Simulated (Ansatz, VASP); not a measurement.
# Cross-check of InAs between VASP and Ansatz, part 2 of 2

One calculation is typed for both programs; each brings its own data sets and cutoff. How far apart do they land? The cell is taken from a series of VASP runs on this material, whose earlier steps may have relaxed, scaled or displaced it; both programs get it as it stands.

VASP 6.6.1 and Ansatz 0.2.0.

So far: The starting structure; Ansatz: band structure, PBE0.

## Step 3: VASP: band structure, PBE0

Level of this step: PBE0; plane waves and PAW (In_d, As) (VASP).

The same cell, functional, mesh and smearing now go to VASP, with its own data sets and cutoff.

Lines of VASP's logs that name or quote its potential files are left out, and so is its time.

The run reads the wave functions of an earlier VASP run, which isn't shown here.

INCAR

```
SYSTEM = InAs
PREC = Accurate
ENCUT = 350
EDIFF = 1E-06
NELM = 100
ISMEAR = 0
SIGMA = 0.03
LREAL = .FALSE.
ALGO = Normal
LHFCALC = .TRUE.
AEXX = 0.25
GGA = PE
LASPH = .TRUE.
NBANDS = 15
PRECFOCK = Fast
HFRCUT = -1
LORBIT = 11
LWAVE = .FALSE.
LCHARG = .FALSE.
KPAR = 4
```

POSCAR

```
InAs
1.0
    0.0000000000      3.0290000000      3.0290000000
    3.0290000000      0.0000000000      3.0290000000
    3.0290000000      3.0290000000      0.0000000000
In As
1 1
Direct
    0.0000000000      0.0000000000      0.0000000000
    0.7500000000      0.7500000000      0.7500000000
```

KPOINTS

```
Automatic mesh
0
Gamma
4 4 4
0 0 0
```

KPOINTS_OPT

```
Line mode
10
Line-mode
Reciprocal
  0.00000000   0.00000000   0.00000000 GAMMA
  0.50000000   0.00000000   0.50000000 X

  0.50000000   0.00000000   0.50000000 X
  0.50000000   0.25000000   0.75000000 W

  0.50000000   0.25000000   0.75000000 W
  0.37500000   0.37500000   0.75000000 K

  0.37500000   0.37500000   0.75000000 K
  0.00000000   0.00000000   0.00000000 GAMMA

  0.00000000   0.00000000   0.00000000 GAMMA
  0.50000000   0.50000000   0.50000000 L

  0.50000000   0.50000000   0.50000000 L
  0.62500000   0.25000000   0.62500000 U

  0.62500000   0.25000000   0.62500000 U
  0.50000000   0.25000000   0.75000000 W

  0.50000000   0.25000000   0.75000000 W
  0.50000000   0.50000000   0.50000000 L

  0.50000000   0.50000000   0.50000000 L
  0.37500000   0.37500000   0.75000000 K

  0.62500000   0.25000000   0.62500000 U
  0.50000000   0.00000000   0.50000000 X
```

The projector-augmented-wave data sets are In_d and As (PBE family, release 64).

The run is started by

```bash
mpirun -np 4 vasp_std
```

Numbers of over 12 decimals in the logs are rounded to 6 here.

The log of the run:

```text
[banner, memory and clock lines left out]
running    4 mpi-ranks, on    1 nodes
 distrk:  each k-point on    1 cores,    4 groups
 distr:  one band on    1 cores,    1 groups

 POSCAR found type information on POSCAR InAs
 POSCAR found :  2 types and       2 ions
 LDA part: xc-table for (Slater+PW92), standard interpolation
 found WAVECAR, reading the header
 POSCAR, INCAR and KPOINTS ok, starting setup
 FFT: planning ... GRIDC
 FFT: planning ... GRID_SOFT
 FFT: planning ... GRID
 HFRCUT set to (new)   9.469776
 reading WAVECAR
 the WAVECAR file was read successfully
 initial charge from wavefunction
 entering main loop
       N       E                     dE             d eps       ncg     rms          rms(c)
DAV:   1    -0.995892506597E+01   -0.99589E+01   -0.11355E+00   296   0.170E+01    0.337E+00
DAV:   2    -0.998690897053E+01   -0.27984E-01   -0.87649E-02   330   0.284E+00    0.457E+00
DAV:   3    -0.998362533772E+01    0.32836E-02   -0.69017E-03   318   0.132E+00    0.321E+00
DAV:   4    -0.998244678364E+01    0.11786E-02   -0.13830E-03   366   0.493E-01    0.217E+00
DAV:   5    -0.998216712453E+01    0.27966E-03   -0.33978E-04   275   0.200E-01    0.136E+00
DAV:   6    -0.998210254999E+01    0.64575E-04   -0.85464E-05   284   0.946E-02    0.849E-01
DAV:   7    -0.998208212602E+01    0.20424E-04   -0.14421E-05   283   0.446E-02    0.521E-01
DAV:   8    -0.998207578796E+01    0.63381E-05   -0.49370E-06   261   0.228E-02    0.318E-01
DAV:   9    -0.998207449528E+01    0.12927E-05   -0.19064E-06   268   0.116E-02    0.196E-01
DAV:  10    -0.998207460563E+01   -0.11035E-06   -0.61237E-07   197   0.610E-03
   1 F= -.99820746E+01 E0= -.99820746E+01  d E =-.152821E-26
 Start KPOINTS_OPT (optional k-point list driver)
k-point batch [1-8\100]
       N       E                     dE             ncg
DAV:   1     0.518051055528E+02   -0.17187E+04      248
DAV:   2    -0.959650714744E+03   -0.10115E+04      247
DAV:   3    -0.103560681799E+04   -0.75956E+02      310
DAV:   4    -0.103814618596E+04   -0.25394E+01      319
DAV:   5    -0.103821210077E+04   -0.65915E-01      355
DAV:   6    -0.103821463178E+04   -0.25310E-02      371
DAV:   7    -0.103821466444E+04   -0.32662E-04      355
DAV:   8    -0.103821466484E+04   -0.40279E-06      275
[...]
k-point batch [97-100\100]
       N       E                     dE             ncg
DAV:   1     0.210890080668E+04   -0.20025E+04      120
DAV:   2     0.161587383456E+04   -0.49303E+03      127
DAV:   3     0.158210824916E+04   -0.33766E+02      148
DAV:   4     0.158117069720E+04   -0.93755E+00      185
DAV:   5     0.158114210920E+04   -0.28588E-01      192
DAV:   6     0.158114165289E+04   -0.45632E-03      192
DAV:   7     0.158114164122E+04   -0.11669E-04      192
DAV:   8     0.158114164111E+04   -0.10801E-06      144
```

From OUTCAR (step 3):

```text
ion  position               nearest neighbor table
   1  0.000  0.000  0.000-   2 2.62   2 2.62   2 2.62   2 2.62
   2  0.750  0.750  0.750-   1 2.62   1 2.62   1 2.62   1 2.62

  LATTYP: Found a face centered cubic cell.
 ALAT       =     6.0580000000

 Subroutine GETGRP returns: Found 24 space group operations
 (whereof 24 operations were pure point group operations)

The static configuration has the point symmetry T_d .

 Found      8 irreducible k-points:

   k-points           NKPTS =      8   k-points in BZ     NKDIM =     64   number of bands    NBANDS=     15

   dimension x,y,z NGX =    28 NGY =   28 NGZ =   28
   dimension x,y,z NGXF=    56 NGYF=   56 NGZF=   56

   ENCUT  =  350.0 eV  25.72 Ry    5.07 a.u.   6.53  6.53  6.53*2*pi/ulx,y,z

   NELECT =      18.0000    total number of electrons

 k-points in reciprocal lattice and weights: Automatic mesh
   0.00000000  0.00000000  0.00000000       0.016
   0.25000000  0.00000000  0.00000000       0.125
   0.50000000  0.00000000  0.00000000       0.062
   0.25000000  0.25000000  0.00000000       0.094
   0.50000000  0.25000000  0.00000000       0.375
  -0.25000000  0.25000000  0.00000000       0.188
   0.50000000  0.50000000  0.00000000       0.047
  -0.25000000  0.50000000  0.25000000       0.094

  exchange ACFDT corr.  =         0.00000000  see jH, gK, PRB 81, 115126

 average (electrostatic) potential at core
       1 -90.0585       2 -45.4174

 E-fermi :   3.9401

 k-point     1 :       0.0000    0.0000    0.0000
  band No.  band energies     occupation
    ...
      5     -12.3627      2.00000
      6      -9.3793      2.00000
      7       3.7184      2.00000
      8       3.7184      2.00000
      9       3.7184      2.00000
     10       4.9145      0.00000
     11       9.0834      0.00000
     12       9.0834      0.00000
     13       9.0834      0.00000
     14      12.8603      0.00000
    ...

 k-point     2 :       0.2500    0.0000    0.0000
  band No.  band energies     occupation
    ...
      5     -12.3615      2.00000
      6      -8.6951      2.00000
      7      -0.2242      2.00000
      8       3.0999      2.00000
      9       3.0999      2.00000
     10       6.3569      0.00000
     11       9.8391      0.00000
     12       9.8391      0.00000
     13      10.4245      0.00000
     14      13.6500      0.00000
    ...

 k-point     3 :       0.5000    0.0000    0.0000
  band No.  band energies     occupation
    ...
      5     -12.3554      2.00000
      6      -7.7655      2.00000
      7      -2.5953      2.00000
      8       2.6329      2.00000
      9       2.6329      2.00000
     10       6.0462      0.00000
     11       9.8750      0.00000
     12       9.8750      0.00000
     13      12.1204      0.00000
     14      14.5195      0.00000
    ...

  energy-cutoff  :      350.00
  volume of cell :       55.58
      direct lattice vectors                 reciprocal lattice vectors
     0.000000000  3.029000000  3.029000000    -0.165070981  0.165070981  0.165070981
     3.029000000  0.000000000  3.029000000     0.165070981 -0.165070981  0.165070981
     3.029000000  3.029000000  0.000000000     0.165070981  0.165070981 -0.165070981

 POSITION                                       TOTAL-FORCE (eV/Angst)
 -----------------------------------------------------------------------------------
      0.00000      0.00000      0.00000         0.000000      0.000000      0.000000
      4.54350      4.54350      4.54350        -0.000000     -0.000000     -0.000000
 -----------------------------------------------------------------------------------
    total drift:                               -0.000035     -0.000042     -0.000018

  FREE ENERGIE OF THE ION-ELECTRON SYSTEM (eV)
  ---------------------------------------------------
  free  energy   TOTEN  =        -9.9820746056 eV

  energy  without entropy=       -9.9820746056  energy(sigma->0) =       -9.98207461

 total charge
# of ion       s       p       d       tot
------------------------------------------
    1        0.849   0.754   9.904  11.507
    2        1.214   1.636   0.021   2.871
--------------------------------------------------
tot          2.062   2.390   9.926  14.378

[... 3 further parts left out ...]
```

The k-mesh is coarse for unscreened exact exchange, which converges slowly with it.

## Step 4: Differences

Known differences besides the potentials themselves: exact exchange at q = 0 is treated differently, which shows on coarse meshes; VASP keeps PBE cores, Ansatz makes them for the functional; the data sets hold 28 valence electrons in Ansatz (default PAW (the set named soft_2) files) and 18 in VASP; the cutoff is 420 eV in Ansatz and 350 eV in VASP; VASP takes a coarser grid for exact exchange (PRECFOCK = Fast). Total energies have different zeros and are not compared.

Compared:

```csv
quantity,Ansatz,VASP,difference
gap over the path points (eV),1.179,1.196,-0.016
```

Levels at points of the path, from each program's valence-band top (eV; 3 filled, then empty):

```csv
k (reciprocal lattice),Ansatz,VASP
0.000 0.000 0.000,0.00 0.00 0.00 1.18 5.35 5.35,0.00 0.00 0.00 1.20 5.37 5.37
0.500 0.000 0.500,-6.39 -2.56 -2.56 2.78 3.40 11.02,-6.38 -2.55 -2.55 2.80 3.42 11.02
0.500 0.222 0.722,-6.22 -3.22 -3.10 5.38 5.68 6.88,-6.22 -3.20 -3.08 5.39 5.68 6.89
0.403 0.347 0.750,-6.22 -3.57 -2.24 3.61 5.81 8.53,-6.21 -3.56 -2.24 3.62 5.81 8.53
0.125 0.125 0.250,-3.00 -1.14 -0.25 3.17 5.38 5.78,-2.99 -1.13 -0.25 3.17 5.38 5.78
0.278 0.278 0.278,-4.38 -0.71 -0.71 2.58 6.17 6.17,-4.37 -0.71 -0.71 2.60 6.17 6.17
0.556 0.389 0.556,-6.20 -2.52 -1.45 3.60 5.75 7.01,-6.19 -2.51 -1.45 3.61 5.75 7.01
0.583 0.250 0.667,-6.22 -3.55 -2.36 3.83 5.82 8.18,-6.21 -3.53 -2.35 3.84 5.82 8.18
0.500 0.306 0.694,-6.16 -3.47 -2.58 5.18 5.72 6.86,-6.15 -3.45 -2.56 5.18 5.72 6.86
0.486 0.486 0.528,-6.31 -1.23 -1.11 2.46 6.07 6.20,-6.30 -1.23 -1.11 2.47 6.08 6.21
```

Among the levels compared at these points, filled levels agree within 20 meV and empty ones within 20 meV.

## Step 5: What came out

| Item | Value |
| --- | --- |
| difference in gap over the path points (band structure, PBE0) | -0.016 eV |

What this shows: The difference in gap over the path points is -0.016 eV (band structure, PBE0), within the 0.08 eV picked in this series as the mark of a large difference. How closely two codes agree says nothing of how well the functional describes the real material.

[Lines on the potential files, build, host, timing and source positions are cut from VASP's logs without a mark.]

[Logs are printed without paths, hosts, clocks, repeated set-up lines and the standing remarks that a program may print on its own settings, such as how far it seeks lower states.]

[Hosts, paths, dates, database ids (printed as entryN), source tags and the programs' standing remarks are cut or masked in the printed files.]
